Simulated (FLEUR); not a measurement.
Ni:

```
Ni
1.0
     0.00000    1.73757    1.73757
     1.73757    0.00000    1.73757
     1.73757    1.73757    0.00000
Ni
1
Direct
  0.00000 0.00000 0.00000
```

| Item | Value |
| --- | --- |
| Program | FLEUR MaX-R8.1 (later development tree) |
| Task | single point |
| Functional | PBE |
| Potentials or basis | all-electron |
| Basis | FLAPW |
| Kmax | 4.08 1/bohr |
| k mesh | 13 × 13 × 13 |
| Occupations | fermi-dirac, width 0.05 eV |
| Spin | collinear spin, ferromagnetic start |
| Starting moments | [1.0] μB |
| Gmax | 12.6 1/bohr |
| Muffin-tin radii | Ni 2.11 bohr |
| lmax | Ni 9 |
| Local orbitals a species | Ni 5 |
| Max iterations | 60 |
| Mixing factor | 0.05 |
| Mixer | Anderson |
| Mixer history | 15 |

On this cell: net moment 0.63 μB per cell; site moments Ni +0.67 μB; band gap on the k mesh none (metal or under the smearing width).

The same run follows on a disturbed copy (cell strained at random at fixed volume):

```
Ni
1.0
     0.01655    1.75725    1.76824
     1.71912    0.01633    1.76846
     1.71447    1.75283    0.02098
Ni
1
Direct
  0.00651 0.01144 0.96710
```

**Question.** What does the disturbed cell give?

**Answer.** The energy (extrapolated to zero smearing) moves by +3.0 meV/atom; net moment 0.63 μB per cell; site moments Ni +0.67 μB; band gap on the k mesh none (metal or under the smearing width).
